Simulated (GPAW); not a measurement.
Runs of GPAW 26.7.0 on Ge. Symmetry: Cmcm, No. 63, orthorhombic system. Conventional cell: a = 2.976 Å, b = 5.189 Å, c = 4.728 Å, α = 90.00°, β = 90.00°, γ = 90.00°. Ge (site symmetry m2m) is surrounded by 12 Ge at 2.92 to 2.99 Å. This isn't the form of Ge at room conditions, which is diamond.

| task | level | potentials or basis | cell | gap on the mesh (eV) | pressure (GPa) | V0 of scaled cells (Å³/atom) | B0 (GPa) |
| --- | --- | --- | --- | --- | --- | --- | --- |
| single point | PBEsol | PAW data sets generated in the run's folder for this functional, pw | as given | none | 0.2 | - | - |
| single point | PBEsol | PAW data sets generated in the run's folder for this functional, pw | atoms moved at random, drawn with an rms of 0.05 Å | none | 0.2 | - | - |
| equation of state | LDA | the program's PAW data sets (release 1.2.1) made for this functional, pw | as given | - | - | 17.92 | 82 |
| equation of state | PBEsol | PAW data sets generated in the run's folder for this functional, pw | as given | - | - | 18.31 | (a) |

Alike in all rows: no spin polarisation; k mesh 10 × 10 × 6; cutoff (eV) 600; smearing fermi-dirac 0.05 eV.

Task: Fill in the values left out.

Result: (a) 78.

Caveats: the cell was scaled at fixed shape and fractional positions, which overstates the stiffness of a crystal with free parameters, most of all of layers and chains (some runs).

A k mesh can miss the band edges, and the runs leave out spin-orbit coupling on Ge.

A gap of «none» marks a metal or a gap under the smearing width.
